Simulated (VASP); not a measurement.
Write the native input for VASP 6.6.1 that does the following.

| Quantity | Value |
| --- | --- |
| Task | band structure |
| Functional | PBE0 |
| Potentials or basis | VASP PAW PBE potentials, release 64 (Ti_sv, O) |
| Cutoff | 520 eV |
| k mesh | 4 × 4 × 6 |
| Occupations | gaussian, width 0.03 eV |
| Spin | no spin polarisation |
| Grid for exact exchange (PRECFOCK) | Fast |
| Exchange at q = 0 | truncated |
| Further INCAR settings | ALGO = Normal; EDIFF = 1e-06; NBANDS = 33 |

The system is TiO2 (Rutile).

```xyz
6
Lattice="4.5927 0.0000 0.0000 0.0000 4.5927 0.0000 0.0000 0.0000 2.9417" Properties=species:S:1:pos:R:3 pbc="T T T"
Ti    0.0000    4.5927    2.9417
Ti    2.2964    2.2964    1.4709
O     1.3977    1.3977    0.0000
O     0.8987    3.6940    1.4709
O     3.1950    3.1950    2.9417
O     3.6940    0.8987    1.4709
```

The input as run:

POSCAR

```
TiO2                                    
1.0
    4.5927071365     -0.0000000000      0.0000000000
    0.0000000000      4.5927071365      0.0000000000
    0.0000000000      0.0000000000      2.9417409262
  Ti              O             
     2     4
Direct
     0.0000000000000000    1.0000000000000000    1.0000000000000000
     0.5000000000000000    0.5000000000000000    0.5000000000000000
     0.3043249358259531    0.3043249358259531    0.0000000000000000
     0.1956750641740469    0.8043249358259531    0.5000000000000000
     0.6956750641740469    0.6956750641740469    1.0000000000000000
     0.8043249358259531    0.1956750641740469    0.5000000000000000
```

INCAR.step1

```
PREC = Accurate ; ENCUT = 520
EDIFF = 1E-5 ; ISMEAR = 0
SIGMA = 0.03 ; LREAL = False
LASPH = True ; NELM = 80
ALGO = Normal ; ISIF = 2
LWAVE = True ; LCHARG = False
LMAXMIX = 4 ; NBANDS = 33
KPAR = 4 ; GGA = PE
```

INCAR.step2

```
PREC = Accurate ; ENCUT = 520
EDIFF = 1E-6 ; ISMEAR = 0
SIGMA = 0.03 ; LREAL = False
LASPH = True ; NELM = 80
ALGO = Normal ; ISIF = 2
LWAVE = False ; LCHARG = False
LMAXMIX = 4 ; GGA = PE
LHFCALC = True ; AEXX = 0.25
PRECFOCK = Fast ; HFRCUT = -1
NBANDS = 33 ; KPAR = 4
ISTART = 1
```

KPOINTS

```
Automatic mesh
0
Gamma
  4 4 6
```

KPOINTS_OPT

```
explicit points
6
Reciprocal
 0.0000000000  0.0000000000  0.0000000000 1
 0.5000000000  0.5000000000  0.5000000000 1
 0.5000000000  0.5000000000  0.0000000000 1
 0.0000000000  0.5000000000  0.5000000000 1
 0.0000000000  0.5000000000  0.0000000000 1
 0.0000000000  0.0000000000  0.5000000000 1
```

Potentials or basis: VASP PAW PBE potentials, release 64 (Ti_sv, O).

The run is started by

```console
$ cat potpaw_PBE.64/Ti_sv/POTCAR potpaw_PBE.64/O/POTCAR > POTCAR
$ cp INCAR.step1 INCAR
$ mpirun -np 4 vasp_std > vasp.out
$ cp INCAR.step2 INCAR
$ mpirun -np 4 vasp_std > vasp.out
```

Results of the run:

```json
{
 "Pressure": "-0.8 GPa",
 "Largest force": "0.124 eV/Å",
 "Band gap on the k mesh": "4.13 eV, direct",
 "Band gap along the path": "4.13 eV, direct"
}
```

Caveat: the PAW data sets were made with another functional, which shifts forces and pressure a little.

Run time: 38 min on 4 MPI ranks on Intel(R) Xeon(R) Platinum 8488C (Sapphire Rapids) (shared host), peak memory 0.28 GiB a rank.
